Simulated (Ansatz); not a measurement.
# 1T-FeClBr monolayer in a perpendicular field, part 2 of 2

What dipole does a perpendicular field induce in the 1T-FeClBr monolayer? A positive field points along +c.

Ansatz 0.2.0; plane-wave DFT, PBE-D3(BJ), Ansatz PAW.

So far. Step 2 (Relaxing the slab): The lattice constant a goes from 3.472 to 3.581 Å.

## Step 3: Atoms held, field 0

A sawtooth potential applies the field, turning back in the middle of the vacuum. With the dipole correction the typed value is the field outside the slab. The induced dipole is small, so the SCF threshold is tight.

The cell differs from the one that the last finished run ended in (c 36.166 → 20.915 Å).

File input.yaml:

```yaml
crystal:
  lattice:
    - [3.5814501453, 0.0, 0.0]
    - [-1.7907250727, 3.1016268083, 0.0]
    - [0.0, 0.0, 20.9146090558]
  atoms:
    - { symbol: Br, position: [0.6666666667, 0.3333333333, 0.4303212159], spin: 0.17 }
    - { symbol: Fe, position: [0.0, 0.0, 0.5049851227], spin: 3.45 }
    - { symbol: Cl, position: [0.3333333333, 0.6666666667, 0.5696787841], spin: 0.15 }
magnetization:
  spin_polarized: true
kpoints:
  mp_grid: { grid: [18, 18, 1] }
  band_path:
    path: [[0, 0, 0], [0.5, 0, 0], [0.33333333, 0.33333333, 0], [0, 0, 0]]
    npoints: 16
hamiltonian:
  xc: pbe
  dispersion: d3bj
scf:
  occupations: { method: fermi_dirac, width: 0.02585 }
  convergence: { dr2_threshold: 1.0e-10 }
efield:
  axis: 3
  dipole_correction: true
  ramp_position: 0.97
  ramp_width: 0.06
  amplitude: 0
output:
  dos: { projected: true, e_range: [-6, 5] }
  write_potential: true
  write_density: true
  volumetric_format: npy
  elf: true
```

Started as:

```sh
$ ansatz run input.yaml --threads 2 --pin off --max-ram 3072MiB --backend cpu --events-out ev --progress --plain --runs-dir out
```

Numbers of over 12 decimals in the logs are rounded to 6 here.

What it wrote:

```text
[...]
Crystal: 3 atoms, lattice volume = 232.326 Å³
Basis set: ecut = 420 eV, 4479 PW (Γ)
Bands: 21, of which v1, the nominal top of the filled ones, is band 15 counted from 1 (14 counted from 0)
Symmetry: 6 space group operations
k-points: 37 of 324 (time reversal used)
[...]
Starting moments: Σ|m| = 3.77 μB on 3 of 3 sites
[...]
SCF iter   1: F=—  HF=-8344.255595 eV  |F-HF|=—  |Δ(HF+E_count)|=         —  Δρ=1.65e-2 (↑1.65e-2 ↓1.16e-2)  dr2=3.30e-1  dr2_m=3.45e-1  M=4.000 μB ∫|m|=4.009 μB  β_m=1.00  ethr=1.08e-3  p=0.000 e·Å  D=1.28e-6 V/Å  ΔV_dip=-0.00 eV  dr2_dipole=1.80e-3  V_vac-E_F(+/−)=4.95/4.95 eV  ⟨swp⟩=1.0  Hψ=12915  notcnv=0
[...]
efield: sawtooth ramp at fractional position 0.9700 (set: `efield.ramp_position`, or a place that a band, a saddle search or an elastic batch's reference lends), width 0.0600; the density the first Hamiltonian is built on has a dipole p = 0.000 e·Å; the dipole correction subtracts the counter field D = 1.28e-6 V/Å, which shifts the + side's vacuum level by -0.00 eV against the − side's; the planar-averaged density in the ramp window peaks in size at 8.6e-6 e/Å³
[...]
SCF iter   2: F=—  HF=-8344.818330 eV  |F-HF|=—  |Δ(HF+E_count)|=   5.63e-1  Δρ=4.33e-3 (↑3.58e-3 ↓4.33e-3)  dr2=8.05e-2  dr2_m=1.46e-3  M=4.000 μB ∫|m|=4.019 μB  β_m=0.34  ethr=1.08e-3  p=-0.007 e·Å  D=-5.68e-3 V/Å  ΔV_dip=0.12 eV  dr2_dipole=1.79e-4  V_vac-E_F(+/−)=4.76/4.64 eV  ⟨swp⟩=3.2  Hψ=3129  notcnv=0  defer=1
density mixer auto → msr1: a metal under ldos (density of states about μ 1.12 of a free-electron gas's, 12 screened modes)
SCF iter   3: F=—  HF=-8345.247070 eV  |F-HF|=—  |Δ(HF+E_count)|=   4.29e-1  Δρ=4.30e-3 (↑4.30e-3 ↓2.67e-3)  dr2=4.93e-2  dr2_m=9.76e-3  M=4.000 μB ∫|m|=4.025 μB  β_m=0.60  ethr=2.68e-4  p=-0.011 e·Å  D=-8.59e-3 V/Å  ΔV_dip=0.18 eV  dr2_dipole=6.46e-6  V_vac-E_F(+/−)=4.83/4.65 eV  ⟨swp⟩=3.0  Hψ=3337  notcnv=0  defer=54
[...]
SCF iter  14: F=-8345.487274 eV  HF=-8345.487274 eV  |F-HF|=1.27e-11  |Δ(HF+E_count)|=  2.55e-11  Δρ=1.70e-8 (↑1.70e-8 ↓1.10e-8)  dr2=4.05e-13  dr2_m=2.78e-13  M=4.000 μB ∫|m|=4.025 μB  ethr=1.00e-12  p=-0.017 e·Å  D=-1.29e-2 V/Å  ΔV_dip=0.27 eV  dr2_dipole=2.09e-16  V_vac-E_F(+/−)=5.39/5.12 eV  ⟨swp⟩=4.5  Hψ=4495  notcnv=0
[...]
SCF 1 converged in 14 iterations: F = -8345.487274 eV  dr2 = 4.05e-13
[...]
NSCF: frozen V_eff on 49 k-points
efield: sawtooth ramp at fractional position 0.9700 (kept from the solve that this one continues, or follows in the run), width 0.0600; the density the first Hamiltonian is built on has a dipole p = -0.017 e·Å; the dipole correction subtracts the counter field D = -1.29e-2 V/Å, which shifts the + side's vacuum level by +0.27 eV against the − side's; the planar-averaged density in the ramp window peaks in size at 7.3e-6 e/Å³
SCF converged after 14 iterations
Magnetization: 4.0000 μB (17.0000 up, 13.0000 down)
Absolute magnetization: 4.0239 μB (∫|ρ↑−ρ↓|, with the PAW one-centre terms)
[...]
Per-site moments (μB) at R_I (Å): [(0.174526, 1.068851), (3.453258, 1.019327), (0.149301, 1.019327)]
Free energy (F): -8345.487274 eV
[...]
Internal energy: -8345.482584 eV  (E = F + TS)
E sigma→0 (E₀):  -8345.484929 eV
Entropy (-TS):   -0.004690 eV (-1.563 meV/atom)
Fermi energy:    -1.826955 eV
Dipole field:    D = -0.012914 V/Å  (p = -0.016580 e·Å, saw-weighted, corrected)
Work function:   Φ+ = 5.3889 eV   Φ− = 5.1188 eV
Levels:          The Fermi level and band energies are counted from a zero that moves with the ramp; work functions are not
[...]
--- Band table (eV; the first three rows and the last of 74) ---
  k-point 0 ↑: bands = [... 11 lower, -4.9410, -4.7778, -4.2045, -4.2045, -2.6223, -2.6223, 1.3083, 2.6936, ... 2 higher]
  k-point 1 ↑: bands = [... 11 lower, -4.9801, -4.8165, -4.2155, -4.1868, -2.7376, -2.6428, 1.4285, 2.8101, ... 2 higher]
  k-point 2 ↑: bands = [... 11 lower, -4.9830, -4.8228, -4.2349, -4.1562, -3.0181, -2.6951, 1.7452, 3.0454, ... 2 higher]
  k-point 36 ↓: bands = [... 11 lower, -5.2206, -1.6377, -1.5610, -1.4292, -0.5193, -0.3381, 3.5864, 4.9996, ... 2 higher]
```

Elapsed: 30 s, on 2 threads of Intel Xeon 6975P-C (Granite Rapids), shared host; peak memory 0.73 GiB.

Reading the cycles: dr2 is the Hartree energy of the density residual (eV), the measure of convergence; HF is the Harris–Foulkes estimate of the energy, which meets the free energy F at convergence.

This step gave:

```
energy at zero smearing        : -8345.4849 eV
site moments                   : 0.1745, 3.453, 0.1493 μB
work function, upper face      : 5.389 eV
work function, lower face      : 5.119 eV
dipole along the normal        : -0.01658 e·Å
step between the vacuum levels : 0.2701 eV
```

Running mean over a fixed 2.8 Å (it still follows the layers) of the planar mean; the ramp of the sawtooth is left out. Table of electron's electrostatic potential energy less the Fermi level by z:

z (Å), electron's electrostatic potential energy less the Fermi level (eV) and a bar from the least value:
```
      3.0       5.12 #############################
      3.5       5.12 #############################
      4.0       5.12 #############################
      4.5       5.12 #############################
      5.0       5.12 #############################
      5.5       5.11 #############################
      6.0       5.09 #############################
      6.5       4.96 #############################
      7.0       4.31 ###########################
      7.5       2.12 ######################
      8.0      -0.67 ################
      8.5      -2.55 ###########
      9.0      -4.53 #######
      9.5      -6.73 ##
     10.0      -7.39 
     10.5      -6.71 ##
     11.0      -6.10 ###
     11.5      -5.08 #####
     12.0      -2.79 ###########
     12.5      -0.49 ################
     13.0       1.47 #####################
     13.5       3.60 ##########################
     14.0       4.97 #############################
     14.5       5.31 ##############################
     15.0       5.37 ##############################
     15.5       5.39 ##############################
     16.0       5.39 ##############################
     16.5       5.39 ##############################
     17.0       5.39 ##############################
     17.5       5.39 ##############################
     18.0       5.39 ##############################
```

The density of states has structure finer than the step of the table below, so its rows give means over 0.25 eV, whole bins alone (the curve runs from -6 to 1.99 eV). Peaks (eV: height): total -5.450: 11.5, -4.870: 9.57, -3.160: 12.0, -1.200: 8.43, 0.290: 9.79, 0.590: 13.1, 1.440: 7.98; up -5.450: 10.0, -4.870: 8.71, -4.590: 6.01, -3.160: 9.99, -2.550: 5.30, -2.330: 7.18, -1.200: 8.43; down -4.070: 4.98, -3.930: 5.44, 0.290: 9.79, 0.590: 13.1, 1.250: 7.32, 1.440: 7.98, 1.580: 5.89.

The density of states by energy, zero at the Fermi level; means over each step; values in states/eV a cell:

```
energy (eV)    total       up   down
      -5.75     2.65     1.75  0.903
      -5.50     4.18     2.69   1.50
      -5.25     3.13     1.21   1.92
      -5.00     3.74     1.99   1.76
      -4.75     4.64     3.79  0.857
      -4.50     2.40     1.69  0.713
      -4.25     1.94    0.965  0.972
      -4.00     4.79     1.55   3.24
      -3.75     4.99     2.07   2.92
      -3.50     3.25     1.66   1.59
      -3.25     5.74     3.44   2.30
      -3.00     5.32     2.97   2.35
      -2.75     4.26     2.95   1.32
      -2.50     4.39     3.83  0.561
      -2.25     1.53     1.13  0.394
      -2.00    0.200        0  0.200
      -1.75  0.00383  0.00383      0
      -1.50     2.66     2.66      0
      -1.25     3.10     3.10      0
      -1.00     1.94     1.94      0
      -0.75    0.161    0.161      0
      -0.50    0.247        0  0.247
      -0.25     2.77        0   2.77
       0.00     2.26        0   2.26
       0.25     3.48        0   3.48
       0.50     4.28        0   4.28
       0.75        0        0      0
       1.00        0        0      0
       1.25     3.21        0   3.21
       1.50     4.33        0   4.33
       1.75    0.511        0  0.511
```

Projected DOS per atom over height of the atomic layer and energy from the Fermi level. Layers: Br Fe Cl from below.

Ten even steps from '_' (0.01 states/eV) to '@' (2.99 states/eV), each cell a mean:
```
______
..@@..
__--__
__==__
__@@__
__##__
__==__
______
----..
::--..
______
..____
--##::
++%%--
**##::
==--++
++::##
....::
--****
--::==
==::**
::::==
```
Columns: height of the atomic layer (Å) from 9 to 11.9 (not evenly spaced); rows upwards: energy from the Fermi level (eV) from -5.96 to 1.96.

Projected DOS per atom, spin up over height of the atomic layer and energy from the Fermi level. Layers: Br Fe Cl from below.

Ten even steps from '0' (0.00 states/eV) to '9' (2.28 states/eV), each cell a mean:
```
000
000
000
000
000
000
000
000
542
342
000
000
292
191
281
332
221
110
385
022
324
223
```
Columns: height of the atomic layer (Å) from 9 to 11.9 (not evenly spaced); rows upwards: energy from the Fermi level (eV) from -5.96 to 1.96.

Projected DOS per atom, spin down over height of the atomic layer and energy from the Fermi level. Layers: Br Fe Cl from below.

Ten even steps from '_' (0.00 states/eV) to '@' (2.99 states/eV), each cell a mean:
```
______
..@@..
__--__
__==__
__@@__
__##__
__==__
______
______
______
______
______
..____
==__..
==__..
::..--
--..++
____..
____..
::__--
..__::
____..
```
Columns: height of the atomic layer (Å) from 9 to 11.9 (not evenly spaced); rows upwards: energy from the Fermi level (eV) from -5.96 to 1.96.

Deep bands are left out, so band numbers here count from the lowest band kept and differ from the log's. Electronic bands along the path, in eV, zero at the Fermi level; # counts the bands kept:

```
  point  up #8  up #9  up #10  up #11  down #7  down #8  down #9  down #10
      Γ  -2.38  -2.38   -0.80   -0.80    -0.28    -0.28     0.32      1.55
halfway  -2.54  -2.42   -1.62   -0.99    -0.30     0.13     0.55      1.25
      M  -2.92  -2.76   -1.18   -0.98    -0.43     0.30     0.59      1.47
halfway  -2.80  -2.59   -1.39   -1.19    -0.10     0.29     0.52      1.30
      K  -2.64  -2.56   -1.59   -1.26     0.19     0.27     0.40      1.31
halfway  -2.65  -2.38   -1.45   -1.30    -0.06     0.03     0.57      1.24
      Γ  -2.38  -2.38   -0.80   -0.80    -0.28    -0.28     0.32      1.55
```

Spin density in the ca plane at fractional y = 0.000, with atoms of Fe within 0.2 Å of it.

Ten even steps from '0' (0.0 e/Å³) to '9' (6.9 e/Å³), each cell a mean:
```
00000000000000000002630000000000000000000000
00000000000000000000000000000000000000000000
00000000000000000000000000000000000000000000
00000000000000000000000000000000000000000000
00000000000000000000000000000000000000000000
00000000000000000000000000000000000000000000
00000000000000000000000000000000000000000000
00000000000000000001210000000000000000000000
00000000000000000004961000000000000000000000
```
Columns run along c (16.0 Å, from fractional 0.15 to 0.92 of the cell), rows up along a (3.6 Å). Atoms in or near the plane, at fractional coordinates: Fe at (0.50, 0.00).

Electrostatic potential energy in the ca plane at fractional y = 0.000, with atoms of Fe within 0.2 Å of it. With pseudopotentials it is smooth inside the atoms' cores, unlike the true potential.

Values in eV, 5 rows by 16 columns, each cell a mean:
```
  3   3   3   3   3   3   3   0 -24 -23   0   3   3   3   3   3
  3   3   3   3   3   3   2  -2  -4  -4   0   3   3   3   3   3
  3   3   3   3   3   3   1  -4  -1  -1  -2   3   3   3   3   3
  3   3   3   3   3   3   2  -1  -8  -8   0   3   3   3   3   3
  3   3   3   3   3   3   3   0 -27 -26   0   3   3   3   3   3
```
Columns run along c (16.0 Å, from fractional 0.09 to 0.85 of the cell; values clipped at the 3rd and 97th percentile), rows up along a (3.6 Å). Atoms in or near the plane, at fractional coordinates: Fe at (0.50, 0.00).

Valence density in the ca plane at fractional y = 0.000, with atoms of Fe within 0.2 Å of it. It is the smooth field of the valence electrons, not physical close to the nuclei.

Values in units of 1e0 e/Å³, 5 rows by 16 columns, each cell a mean:
```
0.0 0.0 0.0 0.0 0.0 0.0 0.0 0.1 4.7 4.5 0.1 0.0 0.0 0.0 0.0 0.0
0.0 0.0 0.0 0.0 0.0 0.0 0.1 0.3 0.2 0.3 0.2 0.0 0.0 0.0 0.0 0.0
0.0 0.0 0.0 0.0 0.0 0.0 0.1 0.4 0.2 0.2 0.3 0.1 0.0 0.0 0.0 0.0
0.0 0.0 0.0 0.0 0.0 0.0 0.1 0.2 0.5 0.5 0.2 0.0 0.0 0.0 0.0 0.0
0.0 0.0 0.0 0.0 0.0 0.0 0.0 0.1 7.9 7.6 0.1 0.0 0.0 0.0 0.0 0.0
```
Columns run along c (16.0 Å, from fractional 0.09 to 0.85 of the cell), rows up along a (3.6 Å). Atoms in or near the plane, at fractional coordinates: Fe at (0.50, 0.00).

The work function of the upper face is 5.39 eV.

## Step 4: Single point, field 0.1 V/Å

input.yaml: that of step 3 with these lines changed.

```diff
@@ -27,5 +27,4 @@
   ramp_width: 0.06
-  amplitude: 0
+  amplitude: 0.1
 output:
-  dos: { projected: true, e_range: [-6, 5] }
   write_potential: true
@@ -33,2 +32 @@
   volumetric_format: npy
-  elf: true
```

What it wrote:

```text
[...]
Crystal: 3 atoms, lattice volume = 232.326 Å³
Basis set: ecut = 420 eV, 4479 PW (Γ)
Bands: 21, of which v1, the nominal top of the filled ones, is band 15 counted from 1 (14 counted from 0)
Symmetry: 6 space group operations
k-points: 37 of 324 (time reversal used)
[...]
Starting moments: Σ|m| = 3.77 μB on 3 of 3 sites
[...]
k-point 1 ↑: bands = [... 11 lower, -4.9890, -4.8165, -4.2196, -4.1910, -2.7518, -2.6572, 1.4076, 2.6835, ... 2 higher]
  k-point 2 ↑: bands = [... 11 lower, -5.0011, -4.8251, -4.2393, -4.1609, -3.0313, -2.7094, 1.7208, 2.8721, ... 2 higher]
  k-point 36 ↓: bands = [... 11 lower, -5.2463, -1.6461, -1.5705, -1.4375, -0.5287, -0.3468, 3.5716, 4.9736, ... 2 higher]
[key lines of the parts left out:]
SCF converged after 14 iterations
Magnetization: 4.0000 μB (17.0000 up, 13.0000 down)
Free energy (F): -8345.486979 eV
Fermi energy:    -1.835600 eV
Dipole field:    D = 0.008326 V/Å  (p = 0.010690 e·Å, saw-weighted, corrected)
```

Run time: 29 s. Hardware: 2 threads; peak memory 0.75 GiB.

The dipole is 0.0107 e·Å, 0.0273 e·Å from its value without field.

## Step 5: Atoms held, field -0.1 V/Å

input.yaml: that of step 4 with these lines changed.

```diff
@@ -27,3 +27,3 @@
   ramp_width: 0.06
-  amplitude: 0.1
+  amplitude: -0.1
 output:
```

What it wrote:

```text
[...]
Crystal: 3 atoms, lattice volume = 232.326 Å³
Basis set: ecut = 420 eV, 4479 PW (Γ)
Bands: 21, of which v1, the nominal top of the filled ones, is band 15 counted from 1 (14 counted from 0)
Symmetry: 6 space group operations
k-points: 37 of 324 (time reversal used)
[...]
Starting moments: Σ|m| = 3.77 μB on 3 of 3 sites
[...]
k-point 1 ↑: bands = [... 11 lower, -4.9717, -4.8170, -4.2121, -4.1833, -2.7238, -2.6287, 1.4375, 2.8437, ... 2 higher]
  k-point 2 ↑: bands = [... 11 lower, -4.9655, -4.8210, -4.2311, -4.1522, -3.0053, -2.6813, 1.7548, 3.0649, ... 2 higher]
  k-point 36 ↓: bands = [... 11 lower, -5.1955, -1.6298, -1.5522, -1.4216, -0.5106, -0.3301, 3.5998, 5.0224, ... 2 higher]
[key lines of the parts left out:]
SCF converged after 14 iterations
Magnetization: 4.0000 μB (17.0000 up, 13.0000 down)
Free energy (F): -8345.490295 eV
Fermi energy:    -1.818943 eV
Dipole field:    D = -0.034145 V/Å  (p = -0.043839 e·Å, saw-weighted, corrected)
```

Elapsed: 24 s, on 2 threads; peak memory 0.75 GiB; 46 s of CPU time.

The dipole is -0.0438 e·Å, -0.0273 e·Å from its value without field.

## Step 6: Response, atoms held

This step: plane-wave DFT, PBE-D3(BJ), Ansatz PAW; response to a field along the normal, atoms held (Ansatz 0.2.0).

The dipoles give the slope, and the difference of two potentials shows where the field is screened.

This step gave:

```
equivalent conductor thickness p/(ε₀AE) : 4.441 Å
distance between the outer atoms        : 2.915 Å
```

The dipole of the cell by applied field:

```
applied field (V/Å)  dipole of the cell (e·Å)
            -0.1000                   -0.0438
             0.0000                   -0.0166
             0.1000                    0.0107
```

The total moment stays at 4 μB for applied field from -0.1 to 0.1 V/Å.

Local field over the applied field, running mean. From the potentials at -0.1 and 0.1 V/Å; running mean over 2.5 Å. The local field over applied field by z:

```
z (Å)  local field over applied field
 4.07                           1.000
 4.50                           0.999
 4.94                           0.998
 5.37                           0.994
 5.81                           0.983
 6.25                           0.958
 6.68                           0.901
 7.12                           0.798
 7.55                           0.659
 7.99                           0.506
 8.42                           0.354
 8.86                           0.231
 9.30                           0.159
 9.73                           0.133
10.17                           0.127
10.75                           0.141
11.18                           0.169
11.62                           0.218
12.05                           0.306
12.49                           0.431
12.93                           0.577
13.36                           0.722
13.80                           0.847
14.23                           0.931
14.67                           0.973
15.11                           0.990
15.54                           0.997
15.98                           0.999
16.41                           1.000
16.85                           1.000
```

Electrons, planar mean, per unit field. The induced electron density by z:

```
z (Å)  induced electron density (e/Å³ per V/Å)
  4.5                                   2.7e-6
  5.0                                   9.7e-6
  5.5                                   3.3e-5
  6.0                                   1.1e-4
  6.5                                   3.4e-4
  7.0                                   9.5e-4
  7.5                                  0.00229
  8.0                                  0.00365
  8.5                                  0.00212
  9.0                                   9.7e-4
  9.5                                  -1.3e-4
 10.0                                 -0.00144
 10.5                                   4.0e-5
 11.0                                   9.1e-4
 11.5                                  -7.2e-5
 12.0                                 -0.00128
 12.5                                 -0.00301
 13.0                                 -0.00316
 13.5                                 -0.00150
 14.0                                  -5.4e-4
 14.5                                  -1.7e-4
 15.0                                  -5.1e-5
 15.5                                  -1.4e-5
 16.0                                  -3.9e-6
 16.5                                  -1.0e-6
```

By hand: between -0.1 and 0.1 V/Å the dipole changes by 0.05453 e·Å, a slope of 0.2726 e·Å²/V. A perfect conductor of thickness t has p = ε₀AEt, so t = 180.95 × 0.2726 / 11.108 = 4.44 Å (e/ε₀ = 180.95 V·Å, A in Å²).

The induced dipole is that of a conductor 4.44 Å thick.

## Step 7: Results

```json
{"gap without field": "none", "work function, upper face": "5.39 eV", "step between the vacuum levels": "0.270 eV", "equivalent conductor thickness, atoms held": "4.44 Å"}
```

In words: The induced dipole equals that of a perfect conductor 4.44 Å thick, while the outer atoms lie 2.91 Å apart. The two faces differ: the vacuum level above lies 0.27 eV higher than the one below. There is no gap over 0.03 eV, with or without the field. For an open d or f shell that can be the fault of a semilocal functional without a Hubbard term. The magnetic order is the one reached from the typed start; other orders were not compared. Spin-orbit coupling is left out.

[Logs are printed without paths, hosts, clocks, repeated set-up lines and the standing remarks that a program may print on its own settings, such as how far it seeks lower states.]

[Hosts, paths, dates, database ids (printed as entryN), source tags and the programs' standing remarks are cut or masked in the printed files.]

[Maps of the electrostatic potential energy from Ansatz leave out the sawtooth potential of an applied field or a dipole correction, so their vacuum need not be flat; planar profiles and work functions include it.]

[The density of states shown here was stored with 400 of the rows of the run's finer table, so its peaks can read low, often by over a quarter, or be missed, and its means over a window can be off by a tenth or more.]
